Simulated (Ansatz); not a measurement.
# CdSe: band edges up the ladder

How do gap and band edges of CdSe move from rung to rung, and at what price?

Method: DFT PBEsol, scalar-relativistic, plane waves, PAW, in Ansatz 0.2.0.

That is the level of the relaxation; later steps name their own.

1 further run of the same task is left out (set aside as unsound or not needed).

### 1 The starting structure

It takes space group F-43m (No. 216, cubic). The conventional cell has a = 6.083 Å, b = 6.083 Å, c = 6.083 Å, α = 90.00°, β = 90.00°, γ = 90.00°. Cd (site symmetry -43m) has 4 Se at 2.63 Å as nearest neighbours. Se (site symmetry -43m) is surrounded by 4 Cd at 2.63 Å.

Coordinates:

```
Cd Se
1.0
     0.00000    3.04131    3.04131
     3.04131    0.00000    3.04131
     3.04131    3.04131    0.00000
Cd Se
1 1
Direct
  0.00000 0.00000 0.00000
  0.25000 0.25000 0.25000
```

This cell was relaxed beforehand with the same method: volume 28.13 Å³/atom, gap on the mesh 0.48 eV.

### 2 Band edges over the whole zone

Input file input.yaml:

```yaml
crystal:
  lattice:
    - [0.0, 3.0413095994, 3.0413095994]
    - [3.0413095994, 0.0, 3.0413095994]
    - [3.0413095994, 3.0413095994, 0.0]
  atoms:
    - { symbol: Cd, position: [0.0, 0.0, 0.0] }
    - { symbol: Se, position: [0.25, 0.25, 0.25] }
basis:
  ecutwfc: 420
kpoints:
  mp_grid: { grid: [10, 10, 10] }
  band_path: { path: [VBM, CBM], npoints: 2 }
hamiltonian:
  xc: pbesol
scf:
  occupations: { method: gaussian, width: 0.02 }
output:
  forces: true
  stress: true
  eigenvalues: true
```

Run with:

```
$ ansatz run input.yaml --threads 2 --pin off --max-ram 5120MiB --backend cpu --events-out ev --progress --plain --runs-dir out
```

The program printed, cut to the lines that bear on the results:

```text
Warning: RAYON_NUM_THREADS=2 ignored (pool sized by the plan → 2); use --threads N
[...]
Pseudopotentials: kind: paw
Pseudopotential: Cd, paw, valence charge 20, recommended cutoff 420 eV (normal), Cd.paw.azcp
Pseudopotential: Se, paw, valence charge 16, recommended cutoff 420 eV (normal), Se.paw.azcp
Functional definition: PBEsol
[...]
Crystal: 2 atoms, lattice volume = 56.262 Å³
Basis set: ecut = 420 eV, 1067 PW (Γ), exchange–correlation on 60×60×60 points (8 copies of the dense FFT grid, shifted against one another)
Bands: 22, of which v1, the nominal top of the filled ones, is band 18 counted from 1 (17 counted from 0)
Symmetry: 24 space group operations
Space group: F-43m (ITA 216), of the structure as read, at distance tolerance 3.8e-5 Å
k-points: 47 of 1000 (time reversal used)
[...]
SCF iter   1: F=—  HF=-13609.413366 eV  |F-HF|=—  |Δ(HF+E_count)|=         —  Δρ=4.35e-3  dr2=1.31e-2  ethr=1.77e-3  ⟨swp⟩=5.9  Hψ=4461  notcnv=0
[...]
SCF iter   6: F=-13609.409874 eV  HF=-13609.409874 eV  |F-HF|=1.69e-8  |Δ(HF+E_count)|=   2.69e-7  Δρ=7.99e-6  dr2=3.28e-8  ethr=2.78e-10  ⟨swp⟩=5.1  Hψ=4482  notcnv=0
[...]
NSCF: frozen V_eff on 16 k-points
NSCF: frozen V_eff on 16 k-points
NSCF: frozen V_eff on 7 k-points
NSCF: frozen V_eff on 2 k-points
NSCF: frozen V_eff on 2 k-points
NSCF: frozen V_eff on 2 k-points
NSCF: frozen V_eff on 2 k-points
NSCF: frozen V_eff on 2 k-points
NSCF: frozen V_eff on 2 k-points
NSCF: frozen V_eff on 3 k-points
SCF converged after 6 iterations
Free energy (F): -13609.409874 eV
[...]
E sigma→0 (E₀):  -13609.409874 eV
Fermi energy:    7.581900 eV
[...]
--- Forces (eV/Å), atoms counted from 1 ---
  atom   1  Cd     0.00000000    -0.00000000    -0.00000000
  atom   2  Se    -0.00000000     0.00000000    -0.00000000
[...]
--- Stress (GPa, compression-positive) ---
       -0.024128       0.000000      -0.000000
        0.000000      -0.024128       0.000000
       -0.000000       0.000000      -0.024128
  P = ⅓ Tr σ = -0.0241 GPa (-0.241 kbar)
--- Band table (eV; the first three rows and the last of 47) ---
  k-point 0: bands = ["-94.1613", "-55.2606", "-55.2606", "-55.2606", "-39.3864", "-39.3864", "-39.3864", "-39.3829", "-39.3829", "-5.2812", "-0.5655", "-0.5655", "-0.5655", "-0.1842", "-0.1842", "7.3411", "7.3411", "7.3411", "7.8218", "13.2095", "13.2095", "13.2095"]
[...]
```

Run time: 3.1 s. Hardware: 2 threads of Intel Xeon Platinum 8488C (Sapphire Rapids), shared host; peak memory 0.4 GiB.

### 3 The run at PBEsol, 250 eV and coarse mesh

input.yaml, as its differences from that of step 2:

```diff
@@ -9,6 +9,14 @@
 basis:
-  ecutwfc: 420
+  ecutwfc: 250
 kpoints:
-  mp_grid: { grid: [10, 10, 10] }
-  band_path: { path: [VBM, CBM], npoints: 2 }
+  mp_grid: { grid: [4, 4, 4] }
+  band_path:
+    path:
+      - [0.0, 0.0, 0.0]
+      - [-0.5, -0.5, 0.0]
+      - [-0.375, -0.375, 0.25]
+      - [-0.375, 0.0, 0.375]
+      - [0.0, 0.0, 0.5]
+      - [-0.5, -0.25, 0.25]
+    npoints: 1
 hamiltonian:
@@ -17,2 +25,3 @@
   occupations: { method: gaussian, width: 0.02 }
+  n_extra_bands: 4
 output:
```

Run with:

```
$ ansatz run input.yaml --threads 2 --pin off --max-ram 5120MiB --backend cpu --events-out ev --progress --plain --runs-dir out
```

The program printed:

```text
Warning: basis.ecutwfc = 250 eV is below the records' recommended 420 eV, and the density's cutoff is lower with it unless basis.ecutrho_ratio is high enough to keep the records' density cutoff: compare with a run at a higher cutoff
Warning: RAYON_NUM_THREADS=2 ignored (pool sized by the plan → 2); use --threads N
scf.n_extra_bands = 4 over 18 filled bands (N_el = 36.0): the run solves 22 bands
Engine: ansatz 0.2.0, x86_64-unknown-linux-gnu
Pseudopotentials: kind: paw
Pseudopotential: Cd, paw, valence charge 20, recommended cutoff 420 eV (normal), Cd.paw.azcp
Pseudopotential: Se, paw, valence charge 16, recommended cutoff 420 eV (normal), Se.paw.azcp
Functional definition: PBEsol
  exchange = pbesol_x
  correlation = pbesol_c
Crystal: 2 atoms, lattice volume = 56.262 Å³
Basis set: ecut = 250 eV, 531 PW (Γ), exchange–correlation on 48×48×48 points (8 copies of the dense FFT grid, shifted against one another)
Bands: 22, of which v1, the nominal top of the filled ones, is band 18 counted from 1 (17 counted from 0)
Symmetry: 24 space group operations
Space group: F-43m (ITA 216), of the structure as read, at distance tolerance 3.8e-5 Å
k-points: 8 of 64 (time reversal used)
Non-local potential: Cd, projectors of the file, l = 0: 3, l = 1: 2, l = 2: 2, l = 3: 1
Non-local potential: Se, projectors of the file, l = 0: 2, l = 1: 2, l = 2: 3, l = 3: 1
PAW form: soft (Blöchl's): semilocal exchange-correlation on the pseudo side does not see the compensation charge
PAW frozen core: Cd, regenerated for the run's functional, and the local potential with it (the file was generated under x = pbe(κ = 0.804, μ = 0.2195149727645171), c = pbe(β = 0.06672455060314922))
PAW frozen core: Se, regenerated for the run's functional, and the local potential with it (the file was generated under x = pbe(κ = 0.804, μ = 0.2195149727645171), c = pbe(β = 0.06672455060314922))
PAW one-centre angular grid: Cd, 590 points (default); XC on 64 Gauss nodes
PAW one-centre angular grid: Se, 590 points (default); XC on 64 Gauss nodes
Initial density: superposition of atomic densities (neutral atoms: chi_scale 0, normalization atom), corrected by the library's trained network
Initial wavefunctions: pseudopotential atomic-orbital guess
Functional: x = pbesol(κ = 0.804, μ = 0.12345679012345678), c = pbesol(β = 0.046)
SCF iter   1: F=—  HF=-13607.494926 eV  |F-HF|=—  |Δ(HF+E_count)|=         —  Δρ=2.67e-2  dr2=1.71e-1  ethr=1.77e-3  ⟨swp⟩=5.4  Hψ=703  notcnv=0
preconditioner: auto → none  [insulator: Δε(μ)=0.424 eV  Ē_g=11.952 eV  σ=0.020 eV  W_gap=1.00  n_scr=14 (ndim 8)  ℏωp=21.0 eV  f_vac=0.207  D(μ)=0.00/eV (n_scr^D=0)  ε∞_Penn≈4.1]
SCF iter   2: F=—  HF=-13607.363964 eV  |F-HF|=—  |Δ(HF+E_count)|=   1.31e-1  Δρ=6.73e-3  dr2=1.97e-2  ethr=4.75e-4  ⟨swp⟩=2.0  Hψ=416  notcnv=0
SCF iter   3: F=—  HF=-13607.357730 eV  |F-HF|=—  |Δ(HF+E_count)|=   6.23e-3  Δρ=3.30e-3  dr2=2.31e-3  ethr=5.48e-5  ⟨swp⟩=2.1  Hψ=273  notcnv=0
SCF iter   4: F=—  HF=-13607.357294 eV  |F-HF|=—  |Δ(HF+E_count)|=   4.37e-4  Δρ=9.43e-4  dr2=6.20e-4  ethr=6.42e-6  ⟨swp⟩=2.0  Hψ=416  notcnv=0
SCF iter   5: F=—  HF=-13607.357125 eV  |F-HF|=—  |Δ(HF+E_count)|=   1.68e-4  Δρ=2.05e-4  dr2=1.47e-5  ethr=1.72e-6  ⟨swp⟩=2.1  Hψ=253  notcnv=0
SCF iter   6: F=—  HF=-13607.357125 eV  |F-HF|=—  |Δ(HF+E_count)|=   4.40e-7  Δρ=2.22e-5  dr2=1.79e-7  ethr=4.09e-8  ⟨swp⟩=2.0  Hψ=275  notcnv=0
SCF iter   7: F=-13607.357125 eV  HF=-13607.357125 eV  |F-HF|=1.01e-9  |Δ(HF+E_count)|=   1.96e-8  Δρ=1.89e-6  dr2=1.72e-9  ethr=2.78e-10  ⟨swp⟩=5.0  Hψ=669  notcnv=0
SCF 1 converged in 7 iterations: F = -13607.357125 eV  dr2 = 1.72e-9
NSCF: frozen V_eff on 6 k-points
SCF converged after 7 iterations
Free energy (F): -13607.357125 eV
Harris-Foulkes:  -13607.357125 eV  (|F-HF|=1.01e-9)
Internal energy: -13607.357125 eV  (E = F + TS)
E sigma→0 (E₀):  -13607.357125 eV
Fermi energy:    7.566090 eV
--- Per-component energies (eV) ---
  E_band       = -909.356907
  E_kinetic    = 636.397552
  E_local      = -6377.924996  (includes V_loc(G=0)·N_el)
  E_nonlocal   = -555.803248
  E_hartree    = 3027.100440
  E_xc         = -280.903545
  E_vxc        = -321.841656  (∫ρ·V_xc dr)
  E_paw        = -5889.959497  (= ΣΔE_a)
  E_vpaw       = -344.371409  (= ΣTr[D̂ρ^β])
  E_aug_tail   = -0.015291  (compensation charges beyond the density's cutoff)
  E_ewald      = -4167.598949
  E_core_change = 1.350410  (= ΣΔE_core)
  E_smearing   = -0.000000  (= −TS)
  E_closure    = 0.000000  (closes the sum)
  Σ components = -13607.357125   (vs F -13607.357125, Δ=0.00e0)
--- Forces (eV/Å), atoms counted from 1 ---
  atom   1  Cd     0.00000000     0.00000000     0.00000000
  atom   2  Se    -0.00000000     0.00000000    -0.00000000
  max |Σ_I F_I| component: 1.16e-16 eV/Å
--- Stress (GPa, compression-positive) ---
        0.213941       0.000000      -0.000000
        0.000000       0.213941       0.000000
       -0.000000       0.000000       0.213941
  P = ⅓ Tr σ = 0.2139 GPa (2.139 kbar)
--- Band table (eV; the first three rows and the last of 8) ---
  k-point 0: bands = ["-94.9044", "-55.8599", "-55.8599", "-55.8599", "-40.1552", "-40.1552", "-40.1552", "-40.1463", "-40.1463", "-5.2697", "-0.8189", "-0.8189", "-0.8189", "-0.4461", "-0.4461", "7.3221", "7.3221", "7.3221", "7.8092", "13.2629", "13.2629", "13.2629"]
  k-point 1: bands = ["-94.8969", "-55.8497", "-55.8497", "-55.8404", "-40.1456", "-40.1456", "-40.1428", "-40.1323", "-40.1323", "-5.0841", "-0.7330", "-0.7330", "-0.5661", "-0.3968", "-0.3968", "4.6238", "6.9294", "6.9294", "9.5452", "13.2183", "13.7930", "13.7930"]
  k-point 2: bands = ["-94.8946", "-55.8439", "-55.8439", "-55.8376", "-40.1399", "-40.1399", "-40.1359", "-40.1285", "-40.1285", "-4.8966", "-0.6707", "-0.6707", "-0.3666", "-0.3666", "-0.0982", "2.9173", "6.5878", "6.5878", "9.6408", "13.7794", "13.7794", "14.6022"]
  k-point 7: bands = ["-94.9001", "-55.8578", "-55.8480", "-55.8476", "-40.1492", "-40.1487", "-40.1444", "-40.1378", "-40.1366", "-4.7834", "-0.6157", "-0.5908", "-0.4400", "-0.4318", "0.0494", "3.3245", "5.0810", "5.1128", "12.3390", "12.4468", "13.7429", "14.8407"]
```

Wall time 0.78 s (2 threads of Intel Xeon Platinum 8488C (Sapphire Rapids), shared host); peak memory 0.31 GiB.

Levels at named points, in eV from the top of the last band filled by count:

| point | band 16 | band 17 | band 18 | band 19 | band 20 | band 21 |
| --- | --- | --- | --- | --- | --- | --- |
| Γ | 0.00 | 0.00 | 0.00 | 0.49 | 5.94 | 5.94 |
| X | -4.10 | -1.84 | -1.84 | 3.04 | 3.71 | 8.97 |
| U | -4.03 | -2.53 | -1.50 | 3.64 | 5.11 | 8.16 |
| K | -4.03 | -2.53 | -1.50 | 3.64 | 5.11 | 8.16 |
| L | -4.40 | -0.73 | -0.73 | 2.32 | 6.46 | 6.46 |
| W | -4.00 | -2.24 | -2.21 | 5.02 | 5.12 | 6.42 |

### 4 Levels with LDA

input.yaml, as its differences from that of step 3:

```diff
@@ -9,5 +9,5 @@
 basis:
-  ecutwfc: 250
+  ecutwfc: 420
 kpoints:
-  mp_grid: { grid: [4, 4, 4] }
+  mp_grid: { grid: [10, 10, 10] }
   band_path:
@@ -22,3 +22,3 @@
 hamiltonian:
-  xc: pbesol
+  xc: lda
 scf:
```

Run with:

```
$ ansatz run input.yaml --threads 2 --pin off --max-ram 5120MiB --backend cpu --events-out ev --progress --plain --runs-dir out
```

The program printed, cut to the lines that bear on the results:

```text
Warning: RAYON_NUM_THREADS=2 ignored (pool sized by the plan → 2); use --threads N
scf.n_extra_bands = 4 over 18 filled bands (N_el = 36.0): the run solves 22 bands
[...]
Pseudopotentials: kind: paw
Pseudopotential: Cd, paw, valence charge 20, recommended cutoff 420 eV (normal), Cd.paw.azcp
Pseudopotential: Se, paw, valence charge 16, recommended cutoff 420 eV (normal), Se.paw.azcp
Functional definition: SPW92
[...]
Crystal: 2 atoms, lattice volume = 56.262 Å³
Basis set: ecut = 420 eV, 1067 PW (Γ)
Bands: 22, of which v1, the nominal top of the filled ones, is band 18 counted from 1 (17 counted from 0)
Symmetry: 24 space group operations
Space group: F-43m (ITA 216), of the structure as read, at distance tolerance 3.8e-5 Å
k-points: 47 of 1000 (time reversal used)
[...]
SCF iter   1: F=—  HF=-13502.231758 eV  |F-HF|=—  |Δ(HF+E_count)|=         —  Δρ=7.21e-3  dr2=2.33e-2  ethr=1.77e-3  ⟨swp⟩=6.0  Hψ=4473  notcnv=0
[...]
SCF iter   6: F=-13502.224527 eV  HF=-13502.224527 eV  |F-HF|=2.06e-9  |Δ(HF+E_count)|=   3.79e-8  Δρ=5.89e-6  dr2=1.35e-8  ethr=2.78e-10  ⟨swp⟩=5.0  Hψ=4344  notcnv=0
[...]
NSCF: frozen V_eff on 6 k-points
SCF converged after 6 iterations
Free energy (F): -13502.224527 eV
[...]
E sigma→0 (E₀):  -13502.224527 eV
Fermi energy:    7.318576 eV
[...]
--- Forces (eV/Å), atoms counted from 1 ---
  atom   1  Cd     0.00000000    -0.00000000     0.00000000
  atom   2  Se    -0.00000000     0.00000000    -0.00000000
[...]
--- Stress (GPa, compression-positive) ---
       -1.977212      -0.000000       0.000000
       -0.000000      -1.977212       0.000000
       -0.000000       0.000000      -1.977212
  P = ⅓ Tr σ = -1.9772 GPa (-19.772 kbar)
--- Band table (eV; the first three rows and the last of 47) ---
  k-point 0: bands = ["-94.2634", "-55.4102", "-55.4102", "-55.4102", "-39.7371", "-39.7371", "-39.7371", "-39.7336", "-39.7336", "-5.5217", "-0.7758", "-0.7758", "-0.7758", "-0.3965", "-0.3965", "7.1525", "7.1525", "7.1525", "7.4833", "12.9634", "12.9634", "12.9634"]
[...]
```

Wall time 2.2 s (2 threads of Intel Xeon Platinum 8488C (Sapphire Rapids), shared host); peak memory 0.39 GiB.

Levels at named points, in eV from the top of the last band filled by count:

| point | band 16 | band 17 | band 18 | band 19 | band 20 | band 21 |
| --- | --- | --- | --- | --- | --- | --- |
| Γ | 0.00 | 0.00 | 0.00 | 0.33 | 5.81 | 5.81 |
| X | -4.16 | -1.88 | -1.88 | 2.95 | 3.61 | 8.84 |
| U | -4.10 | -2.57 | -1.54 | 3.54 | 5.01 | 8.05 |
| K | -4.10 | -2.57 | -1.54 | 3.54 | 5.01 | 8.05 |
| L | -4.47 | -0.76 | -0.76 | 2.18 | 6.33 | 6.33 |
| W | -4.07 | -2.27 | -2.26 | 4.90 | 5.06 | 6.28 |

(Part 1 of 2 ends here.)
